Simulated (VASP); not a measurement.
# Fe (Fmmm) in VASP: notebook

Runs on Fe. Level: PBEsol. Tasks: single point.

Everything below comes from runs of VASP 6.6.1. Logs are shortened: lines on timing, memory, paths and dates and some standing lists are left out, and cuts for length are marked.

### Step 1. Starting point

Symmetry: Fmmm, No. 69, orthorhombic system. The conventional cell has a = 2.997 Å, b = 3.883 Å, c = 3.930 Å, α = 90.00°, β = 90.00°, γ = 90.00°. Around Fe (site symmetry mmm) lie 12 Fe at 2.45 to 2.76 Å.

### Step 2. Single point, PBEsol, collinear spin, ferromagnetic start

INCAR

```
  PREC = Accurate
  ENCUT = 450
  EDIFF = 1E-6
  ISMEAR = 1
  SIGMA = 0.1
  LREAL = False
  LASPH = True
  NELM = 100
  ALGO = Normal
  ISIF = 2
  LWAVE = False
  LCHARG = False
  ISPIN = 2
  MAGMOM = 3
  LORBIT = 11
  LMAXMIX = 4
  GGA = PS
  NBANDS = 14
  ADDGRID = False
```

KPOINTS

```
Automatic mesh
0
Gamma
  8 8 8
```

POSCAR

```
Fe
1.0
    0.0000000000      1.9417396906      1.9651051623
    1.4984397099      0.0000000000      1.9651051623
    1.4984397099      1.9417396906      0.0000000000
Fe
1
Direct
    0.0000000000      0.0000000000      0.0000000000
```

Potentials or basis: VASP PAW PBE potentials, release 64 (Fe).

Run with:

```console
$ cat potpaw_PBE.64/Fe/POTCAR > POTCAR
$ mpirun -np 1 vasp_std > vasp.out
```

OUTCAR:

```text
PREC = Accurate
   ENCUT = 450
   EDIFF = 1E-6
   ISMEAR = 1
   LREAL = False
   LASPH = True
   NELM = 100
   ISIF = 2
   ISPIN = 2
   LORBIT = 11
   GGA = PS

 Found     95 irreducible k-points:

 Following reciprocal coordinates:
            Coordinates               Weight
  0.000000  0.000000  0.000000      1.000000
  0.125000 -0.000000 -0.000000      8.000000
  0.250000 -0.000000 -0.000000      8.000000
  0.375000 -0.000000 -0.000000      8.000000
  0.500000 -0.000000 -0.000000      4.000000
  0.125000  0.125000  0.000000      2.000000
   k-points           NKPTS =     95   k-points in BZ     NKDIM =     95   number of bands    NBANDS=     14
   number of dos      NEDOS =    301   number of ions     NIONS =      1
   total plane-waves  NPLWV =   6480
   dimension x,y,z NGX =    20 NGY =   18 NGZ =   18
   dimension x,y,z NGXF=    40 NGYF=   36 NGZF=   36
   ions per type =               1
   NGX,Y,Z   is equivalent  to a cutoff of  12.04, 12.11, 12.20 a.u.
   NGXF,Y,Z  is equivalent  to a cutoff of  24.07, 24.22, 24.40 a.u.
 SYSTEM =  unknown system
   PREC   = accura    normal or accurate (medium, high low for compatibility)
   ISTART =      0    job   : 0-new  1-cont  2-samecut
   ICHARG =      2    charge: 1-file 2-atom 10-const
   ISPIN  =      2    spin polarized calculation?
   LNONCOLLINEAR =      F non collinear calculations
   LSORBIT =      F    spin-orbit coupling
   LASPH  =      T    aspherical Exc in radial PAW
   ENCUT  =  450.0 eV  33.07 Ry    5.75 a.u.   4.78  4.27  4.24*2*pi/ulx,y,z
   NELM   =    100;   NELMIN=  2; NELMDL= -5     # of ELM steps
   EDIFF  = 0.1E-05   stopping-criterion for ELM
   LREAL  =      F    real-space projection
   EDIFFG = 0.1E-04   stopping-criterion for IOM
   NSW    =      0    number of steps for IOM
   IBRION =     -1    ionic relax: 0-MD 1-quasi-New 2-CG
   NFREE  =      0    steps in history (QN), initial steepest desc. (CG)
   ISIF   =      2    stress and relaxation
   ISYM   =      2    0-nonsym 1-usesym 2-fastsym
   POTIM  = 0.5000    time-step for ionic-motion
   TEBEG  =    0.0;   TEEND  =   0.0 temperature during run
   PSTRESS=    0.0 pullay stress
   NELECT =       8.0000    total number of electrons
   NUPDOWN=      -1.0000    fix difference up-down
   EMIN   =  10.00;   EMAX   =-10.00  energy-range for DOS
   EFERMI =   0.00;   METHOD = LEGACY
   ISMEAR =     1;   SIGMA  =   0.10  broadening in eV -4-tet -1-fermi 0-gaus
   EFERMI_NEDOS =   21; number of points for ismear=-14 and -15
   IALGO  =     38    algorithm
   IMIX   =      4    mixing-type and parameters
     AMIX     =   0.40;   BMIX     =  1.00
     AMIX_MAG =   1.60;   BMIX_MAG =  1.00
  volume/ion in A,a.u.               =      11.44        77.17
  Fermi-wavevector in a.u.,A,eV,Ry     =   1.453303  2.746344 28.736719  2.112089
  Thomas-Fermi vector in A             =   2.570585
   LORBIT       =     11    0 simple, 1 ext, 2 COOP (PROOUT), +10 PAW based schemes
   GGA     = PS    functional components
   LHFCALC =     F    Hartree Fock is set to
   AEXX    =    0.0000 exact exchange contribution
   IVDW    =     0    specifies the selected vdW correction
   LEPSILON=     F    determine dielectric tensor
   LRPA    =     F    only Hartree local field effects (RPA)
 spin polarized calculation
 Methfessel and Paxton  Order N= 1 SIGMA  =   0.10
  energy-cutoff  :      450.00
  volume of cell :       11.44
 maximum number of plane-waves:       261
   NGX =  9   NGY =  9   NGZ =  9

 number of electron       7.9999998 magnetization       2.2921181

 Free energy of the ion-electron system (eV)
  ---------------------------------------------------
  ext. energy  EPLUGINS =         0.00000000
  ---------------------------------------------------
  free energy    TOTEN  =        -8.86676356 eV

  energy without entropy =       -8.86554437  energy(sigma->0) =       -8.86635716

 E-fermi :   5.6017     XC(G=0): -13.2360

 val. band max:        5.6012439603   @ k =   0.1250   0.1250   0.0000
 cond. band min:       5.6109904824   @ k =  -0.2500   0.1250   0.0000
 fundamental gap:      0.0097465221
 Fermi energy:         5.6017239990

 spin component 1

 k-point     1 :       0.0000    0.0000    0.0000
  band No.  band energies     occupation
      1      -2.8822      1.00000
      2       3.1254      1.00000
      3       3.2141      1.00000
      4       3.5383      1.00000
      5       4.3090      1.00000
      6       4.7094      1.00000
      7      29.3966      0.00000
      8      30.8627      0.00000
      9      31.1223      0.00000
     10      35.0746      0.00000
     11      36.1329      0.00000
     12      36.3718      0.00000
     13      36.8667      0.00000
     14      36.9574      0.00000
[... 71 lines left out ...]
      1      -2.2235      1.00000
      2       2.9243      1.00000
      3       3.4453      1.00000
      4       3.5567      1.00000
      5       4.3838      1.00000
      6       4.6095      1.00000
      7      27.7069      0.00000
      8      29.0029      0.00000
      9      29.1910      0.00000
     10      32.1032      0.00000
     11      34.5502      0.00000
     12      35.6981      0.00000
     13      38.6976      0.00000
     14      38.9109      0.00000

 [... further k-points ...]

 spin component 2

 k-point     1 :       0.0000    0.0000    0.0000
  band No.  band energies     occupation
      1      -2.6181      1.00000
      2       5.0947      1.00000
      3       5.2507      1.00000
      4       5.7329     -0.03443
      5       6.8952     -0.00000
      6       7.4973     -0.00000
      7      29.2624      0.00000
      8      30.7966      0.00000
      9      31.0853      0.00000
     10      35.4890      0.00000
     11      36.2638      0.00000
     12      37.3800      0.00000
     13      37.6456      0.00000
     14      37.7207      0.00000
[... 71 lines left out ...]
      1      -1.9534      1.00000
      2       4.8520      1.00000
      3       5.6012      0.50406
      4       5.6250      0.30902
      5       6.9809     -0.00000
      6       7.3544     -0.00000
      7      27.9549      0.00000
      8      29.0929      0.00000
      9      29.4255      0.00000
     10      32.9900      0.00000
     11      35.4366      0.00000
     12      35.9090      0.00000
     13      39.1204      0.00000
     14      39.2800      0.00000

 [... further k-points ...]

------------------------ aborting loop because EDIFF is reached ----------------------------------------

  FORCE on cell =-STRESS in cart. coord.  units (eV):
  Direction    XX          YY          ZZ          XY          YZ          ZX
  --------------------------------------------------------------------------------------
  -------------------------------------------------------------------------------------
  Total       -0.9423616     -0.3452724     -0.4417581      0.0000000      0.0000000      0.0000000
  in kB     -132.0328782    -48.3756045    -61.8940692      0.0000000      0.0000000      0.0000000
  external PRESSURE =     -80.7675173 kB  Pullay stress =       0.0000000 kB

 VOLUME and BASIS-vectors are now :
 -----------------------------------------------------------------------------
  energy-cutoff  :      450.00
  volume of cell :       11.44
      direct lattice vectors                 reciprocal lattice vectors
     0.000000000  1.941739691  1.965105162    -0.333680426  0.257501045  0.254439309
     1.498439710  0.000000000  1.965105162     0.333680426 -0.257501045  0.254439309
     1.498439710  1.941739691  0.000000000     0.333680426  0.257501045 -0.254439309

 POSITION                                       TOTAL-FORCE (eV/Angst)
 -----------------------------------------------------------------------------------
      0.00000      0.00000      0.00000         0.000000      0.000000      0.000000
 -----------------------------------------------------------------------------------
    total drift:                                0.000000     -0.000000     -0.000000

  FREE ENERGIE OF THE ION-ELECTRON SYSTEM (eV)
  ---------------------------------------------------
  free  energy   TOTEN  =        -8.8667635581 eV

  energy  without entropy=       -8.8655443747  energy(sigma->0) =       -8.86635716

 total charge

# of ion       s       p       d       tot
------------------------------------------
    1        0.487   0.540   6.232   7.260

 magnetization (x)

# of ion       s       p       d       tot
------------------------------------------
    1       -0.014  -0.055   2.353   2.284
```

stdout:

```text
POSCAR found type information on POSCAR Fe
 POSCAR found :  1 types and       1 ions
 scaLAPACK will be used
 -----------------------------------------------------------------------------
|                                                                             |
|                                                                             |
|     You enforced a specific xc type in the INCAR file but a different       |
|     I HOPE YOU KNOW WHAT YOU ARE DOING!                                     |
|                                                                             |
 -----------------------------------------------------------------------------

 LDA part: xc-table for (Slater+PW92), standard interpolation
 POSCAR, INCAR and KPOINTS ok, starting setup
 FFT: planning ... GRIDC
 FFT: planning ... GRID_SOFT
 FFT: planning ... GRID
 WAVECAR not read
 entering main loop
```

It took 12 s on 1 thread of Intel Xeon 6975P-C (Granite Rapids), shared host; peak memory 0.14 GiB.

These settings aren't checked as converged: the numbers below hold their error.

What came out:

* Free energy: -8.8668 eV
* Pressure: -8.1 GPa
* Band gap on the k mesh: none (metal or under the smearing width)
* Net moment: 2.29 μB per cell
* Site moments: Fe +2.28 μB
* Valence electrons inside the program's atomic spheres: Fe 7.26

Caveat: the k mesh is coarse (spacing up to 0.39 Å⁻¹), so the values aren't converged; the PAW data sets were made with another functional, which shifts forces and pressure a little.

### Step 3. Single point, PBEsol, collinear spin, ferromagnetic start

Changes to INCAR since step 2:

```diff
@@ -1,3 +1,3 @@
   PREC = Accurate
-  ENCUT = 450
+  ENCUT = 400
   EDIFF = 1E-6
```

KPOINTS

```
Automatic mesh
0
Gamma
  9 9 9
```

POSCAR is that of step 2.

Potentials or basis: VASP PAW PBE potentials, release 64 (Fe).

Run with:

```console
$ cat potpaw_PBE.64/Fe/POTCAR > POTCAR
$ mpirun -np 1 vasp_std > vasp.out
```

OUTCAR:

```text
PREC = Accurate
   ENCUT = 400
   EDIFF = 1E-6
   ISMEAR = 1
   LREAL = False
   LASPH = True
   NELM = 100
   ISIF = 2
   ISPIN = 2
   LORBIT = 11
   GGA = PS

 Found    125 irreducible k-points:

 Following reciprocal coordinates:
            Coordinates               Weight
  0.000000  0.000000  0.000000      1.000000
  0.111111  0.000000 -0.000000      8.000000
  0.222222  0.000000  0.000000      8.000000
  0.333333  0.000000  0.000000      8.000000
  0.444444  0.000000  0.000000      8.000000
  0.111111  0.111111  0.000000      2.000000
   k-points           NKPTS =    125   k-points in BZ     NKDIM =    125   number of bands    NBANDS=     14
   number of dos      NEDOS =    301   number of ions     NIONS =      1
   total plane-waves  NPLWV =   4608
   dimension x,y,z NGX =    18 NGY =   16 NGZ =   16
   dimension x,y,z NGXF=    36 NGYF=   32 NGZF=   32
   ions per type =               1
   NGX,Y,Z   is equivalent  to a cutoff of  10.83, 10.76, 10.84 a.u.
   NGXF,Y,Z  is equivalent  to a cutoff of  21.66, 21.53, 21.69 a.u.
 SYSTEM =  unknown system
   PREC   = accura    normal or accurate (medium, high low for compatibility)
   ISTART =      0    job   : 0-new  1-cont  2-samecut
   ICHARG =      2    charge: 1-file 2-atom 10-const
   ISPIN  =      2    spin polarized calculation?
   LNONCOLLINEAR =      F non collinear calculations
   LSORBIT =      F    spin-orbit coupling
   LASPH  =      T    aspherical Exc in radial PAW
   ENCUT  =  400.0 eV  29.40 Ry    5.42 a.u.   4.51  4.03  4.00*2*pi/ulx,y,z
   NELM   =    100;   NELMIN=  2; NELMDL= -5     # of ELM steps
   EDIFF  = 0.1E-05   stopping-criterion for ELM
   LREAL  =      F    real-space projection
   EDIFFG = 0.1E-04   stopping-criterion for IOM
   NSW    =      0    number of steps for IOM
   IBRION =     -1    ionic relax: 0-MD 1-quasi-New 2-CG
   NFREE  =      0    steps in history (QN), initial steepest desc. (CG)
   ISIF   =      2    stress and relaxation
   ISYM   =      2    0-nonsym 1-usesym 2-fastsym
   POTIM  = 0.5000    time-step for ionic-motion
   TEBEG  =    0.0;   TEEND  =   0.0 temperature during run
   PSTRESS=    0.0 pullay stress
   NELECT =       8.0000    total number of electrons
   NUPDOWN=      -1.0000    fix difference up-down
   EMIN   =  10.00;   EMAX   =-10.00  energy-range for DOS
   EFERMI =   0.00;   METHOD = LEGACY
   ISMEAR =     1;   SIGMA  =   0.10  broadening in eV -4-tet -1-fermi 0-gaus
   EFERMI_NEDOS =   21; number of points for ismear=-14 and -15
   IALGO  =     38    algorithm
   IMIX   =      4    mixing-type and parameters
     AMIX     =   0.40;   BMIX     =  1.00
     AMIX_MAG =   1.60;   BMIX_MAG =  1.00
[... 129 lines left out ...]
      5       4.3756      1.00000
      6       4.6245      1.00000
      7      28.2451      0.00000
      8      29.0563      0.00000
      9      29.5226      0.00000
     10      32.5854      0.00000
     11      34.9186      0.00000
     12      35.5205      0.00000
     13      38.3549      0.00000
     14      38.5508      0.00000

 [... further k-points ...]

 spin component 2

 k-point     1 :       0.0000    0.0000    0.0000
  band No.  band energies     occupation
      1      -2.6191      1.00000
      2       4.9925      1.00000
      3       5.1329      1.00000
      4       5.6224      0.27022
      5       6.8298     -0.00000
      6       7.4228     -0.00000
      7      29.2756      0.00000
      8      30.8077      0.00000
      9      31.0996      0.00000
     10      35.4971      0.00000
     11      36.2864      0.00000
     12      37.3637      0.00000
     13      37.5945      0.00000
     14      37.6801      0.00000
[... 71 lines left out ...]
      1      -2.0914      1.00000
      2       4.8003      1.00000
      3       5.4286      1.02059
      4       5.5245      0.95834
      5       6.8975     -0.00000
      6       7.3017     -0.00000
      7      28.4536      0.00000
      8      29.1252      0.00000
      9      29.7457      0.00000
     10      33.4371      0.00000
     11      35.7754      0.00000
     12      35.7780      0.00000
     13      38.7711      0.00000
     14      38.9297      0.00000

 [... further k-points ...]

------------------------ aborting loop because EDIFF is reached ----------------------------------------

  FORCE on cell =-STRESS in cart. coord.  units (eV):
  Direction    XX          YY          ZZ          XY          YZ          ZX
  --------------------------------------------------------------------------------------
  -------------------------------------------------------------------------------------
  Total       -1.2323810     -0.5699813     -0.7194828      0.0000000      0.0000000      0.0000000
  in kB     -172.6670595    -79.8592236   -100.8056577      0.0000000      0.0000000      0.0000000
  external PRESSURE =    -117.7773136 kB  Pullay stress =       0.0000000 kB

 VOLUME and BASIS-vectors are now :
 -----------------------------------------------------------------------------
  energy-cutoff  :      400.00
  volume of cell :       11.44
      direct lattice vectors                 reciprocal lattice vectors
     0.000000000  1.941739691  1.965105162    -0.333680426  0.257501045  0.254439309
     1.498439710  0.000000000  1.965105162     0.333680426 -0.257501045  0.254439309
     1.498439710  1.941739691  0.000000000     0.333680426  0.257501045 -0.254439309

 POSITION                                       TOTAL-FORCE (eV/Angst)
 -----------------------------------------------------------------------------------
      0.00000      0.00000      0.00000         0.000000      0.000000      0.000000
 -----------------------------------------------------------------------------------
    total drift:                                0.000000      0.000000      0.000000

  FREE ENERGIE OF THE ION-ELECTRON SYSTEM (eV)
  ---------------------------------------------------
  free  energy   TOTEN  =        -8.8824120501 eV

  energy  without entropy=       -8.8823084760  energy(sigma->0) =       -8.88237753

 total charge

# of ion       s       p       d       tot
------------------------------------------
    1        0.488   0.538   6.232   7.258

 magnetization (x)

# of ion       s       p       d       tot
------------------------------------------
    1       -0.013  -0.042   2.221   2.165
```

stdout:

```text
POSCAR found type information on POSCAR Fe
 POSCAR found :  1 types and       1 ions
 scaLAPACK will be used
 -----------------------------------------------------------------------------
|                                                                             |
|                                                                             |
|     You enforced a specific xc type in the INCAR file but a different       |
|     I HOPE YOU KNOW WHAT YOU ARE DOING!                                     |
|                                                                             |
 -----------------------------------------------------------------------------

 LDA part: xc-table for (Slater+PW92), standard interpolation
 POSCAR, INCAR and KPOINTS ok, starting setup
 FFT: planning ... GRIDC
 FFT: planning ... GRID_SOFT
 FFT: planning ... GRID
 WAVECAR not read
 entering main loop
```

Wall time 12 s (1 thread of Intel Xeon 6975P-C (Granite Rapids), shared host); peak memory 0.13 GiB.

The run converged, but some of its settings lie outside the range that counts as converged, so its numbers aren't taken as properties of the crystal.

Results:

* Free energy: -8.8824 eV
* Pressure: -11.8 GPa
* Band gap on the k mesh: none (metal or under the smearing width)
* Net moment: 2.18 μB per cell
* Site moments: Fe +2.17 μB
* Valence electrons inside the program's atomic spheres: Fe 7.26

Caveat: the PAW data sets were made with another functional, which shifts forces and pressure a little.

### Step 4. The reference run

An earlier run on the cell as given: functional PBE; potentials or basis VASP PAW PBE potentials, release 64 (Fe); cutoff 520 eV; k mesh 13 × 13 × 13; occupations fermi-dirac, width 0.05 eV; collinear spin, ferromagnetic start; starting moments [3.0] μB.

- Pressure: -1.0 GPa
- Band gap on the k mesh: none (metal or under the smearing width)
- Net moment: 2.20 μB per cell
- Site moments: Fe +2.19 μB
- Valence electrons inside the program's atomic spheres: Fe 7.26
